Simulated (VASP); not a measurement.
Crystal: CuAu3.

```
Au Cu
1.0
     3.98000    0.00000    0.00000
     0.00000    3.98000    0.00000
     0.00000    0.00000    3.98000
Au Cu
3 1
Direct
  0.50000 0.50000 0.00000
  0.50000 0.00000 0.50000
  0.00000 0.50000 0.50000
  0.00000 0.00000 0.00000
```

| Item | Value |
| --- | --- |
| Program | VASP 6.6.1 |
| Task | single point |
| Functional | PBEsol |
| Potentials or basis | VASP PAW PBE potentials, release 64 (Au, Cu) |
| Cutoff | 520 eV |
| k mesh | 7 × 7 × 7 |
| Occupations | fermi-dirac, width 0.05 eV |
| Spin | no spin polarisation |

On this cell: pressure -1.1 GPa; largest force zero by symmetry; band gap on the k mesh none (metal or under the smearing width).

The same run follows on a disturbed copy (atoms moved at random, drawn with an rms of 0.05 Å):

```xyz
4
Lattice="3.9800 0.0000 0.0000 0.0000 3.9800 0.0000 0.0000 0.0000 3.9800" Properties=species:S:1:pos:R:3 pbc="T T T"
Au    2.0776    1.9893   -0.0131
Au    1.9556   -0.0263    1.9586
Au    0.0194    1.9762    1.9259
Cu    0.0041    0.0183    0.0332
```

Q: What changes?

A: The energy (extrapolated to zero smearing) moves by +11.3 meV/atom; pressure -0.6 GPa; largest force 0.623 eV/Å; band gap on the k mesh none (metal or under the smearing width).

Forces in eV/Å, atoms in the order of the input:
```
Au  -0.425 -0.092 -0.446
Au   0.247  0.193  0.273
Au   0.102 -0.023  0.464
Cu   0.076 -0.078 -0.291
```

Stress tensor (GPa, compression positive):
```
-0.56 -0.11  0.44
-0.11 -0.56  0.13
 0.44  0.13 -0.55
```

Caveats: the PAW data sets were made with another functional, which shifts forces and pressure a little.
